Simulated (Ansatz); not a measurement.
# Ti: stiffness from a series of strains

```yaml
crystal:
  lattice:
    - [0.00000, 2.03000, 2.03000]
    - [2.03000, 0.00000, 2.03000]
    - [2.03000, 2.03000, 0.00000]
  atoms:
    - { symbol: Ti, position: [0.00000, 0.00000, 0.00000] }
```

The cell is COD entry 1534878, as deposited and not checked against the literature; nothing was relaxed.

These are results of DFT, PBE, all-electron LAPW, scalar-relativistic (Ansatz 0.2.0), not measurements.

The runs use a Γ-centred 15×15×15 k mesh, Fermi–Dirac smearing of 0.05 eV, basis error target 0.25 meV/atom, no spin polarisation.

The strain is applied along the Cartesian axes of the cell as listed (the other components stay zero). Fractional coordinates are held (clamped ions).

σ is the change of stress from the unstrained cell, which is at 4.47 GPa; tension is positive, so slopes are stress–strain coefficients at that pressure. In a metal the k mesh adds noise.

Only quantities that a quadratic follows smoothly over the whole series are listed; rougher ones are left out.

| εzz | σzz (GPa) | σxx (GPa) |
| --- | --- | --- |
| -0.0300 | -4.82 | -3.48 |
| -0.0200 | -3.17 | -2.27 |
| -0.0100 | -1.55 | -1.11 |
| 0.0000 | 0.00 | 0.00 |
| 0.0200 | 2.82 | 2.13 |
| 0.0300 | 4.13 | 3.15 |

Problem. Fit the series and read off the stiffness at zero strain.

Solution. Least-squares fits y = p0 + p1 x + p2 x² to the rows give σzz (GPa): p1 = 149, p2 = -370; σxx (GPa): p1 = 110, p2 = -190. So C11 = 149 GPa and C12 = 110 GPa, which gives B = (C11 + 2 C12)/3 = 123 GPa.

Problem. One run, at εzz = 0.0100, is withheld. Predict its row.

Solution. The fits give 1.44, 1.09; the run gave 1.46, 1.08.
